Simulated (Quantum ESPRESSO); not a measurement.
This Quantum ESPRESSO 7.5 run on Ca needs a look.

Contents of pw.in:

```
&CONTROL
  calculation = 'scf'
  prefix = 'pwscf'
  outdir = './tmp'
  pseudo_dir = './pseudo'
  tprnfor = .true.
  tstress = .true.
  disk_io = 'nowf'
/
&SYSTEM
  ibrav = 0
  nat = 1
  ntyp = 1
  ecutwfc = 68
  nbnd = 12
  input_dft = 'hse'
  occupations = 'smearing'
  smearing = 'mv'
  degauss = 0.00999582
  nspin = 2
  starting_magnetization(1) = -0.017
  tot_magnetization = 0
  nqx1 = 2
  nqx2 = 2
  nqx3 = 2
  ecutfock = 136
  vdw_corr = 'ts'
/
&ELECTRONS
  conv_thr = 1d-07
  electron_maxstep = 100
  mixing_beta = 0.3
  adaptive_thr = .true.
/
ATOMIC_SPECIES
Ca    40.0780 Ca.upf
CELL_PARAMETERS bohr
  -2.2400000000    2.2400000000    2.2400000000
   2.2400000000   -2.2400000000    2.2400000000
   2.2400000000    2.2400000000   -2.2400000000
ATOMIC_POSITIONS crystal
Ca     0.0000000000    0.0000000000    0.0000000000
K_POINTS automatic
4 4 4 0 0 0
```

Potentials or basis: PseudoDojo 0.5 SR PBE stringent.

Launch:

```console
$ OMP_NUM_THREADS=2 pw.x -in pw.in > pw.out
```

pw.out:

```text
This program is part of the open-source Quantum ESPRESSO suite
     for quantum simulation of materials; please cite
         "P. Giannozzi et al., J. Phys.:Condens. Matter 21 395502 (2009);
         "P. Giannozzi et al., J. Phys.:Condens. Matter 29 465901 (2017);
         "P. Giannozzi et al., J. Chem. Phys. 152 154105 (2020);
     in publications or presentations arising from this work. More details at

     IMPORTANT: XC functional enforced from input :
     Exchange-correlation= HSE
                           (   1   4  12   4   0   0   0)
[... 128 lines left out ...]

   TS-vdW initialization
   ---------------------

   Determining TS-vdW damping function parameters...
     ddamp = 20.000000

 %%%%%%%%%%%%%%%%%%%%%%%%%%%%%%%%%%%%%%%%%%%%%%%%%%%%%%%%%%%%%%%%%%%%%%%%%%%%%%
     Error in routine tsvdw (2):
     TS-vdW sR parameter only available for PBE and PBE0 functionals...
 %%%%%%%%%%%%%%%%%%%%%%%%%%%%%%%%%%%%%%%%%%%%%%%%%%%%%%%%%%%%%%%%%%%%%%%%%%%%%%

     stopping ...
```

Diagnose the run.

The program refused the input. The input holds a flaw that was put in on purpose: cell typed in angstrom but marked bohr.
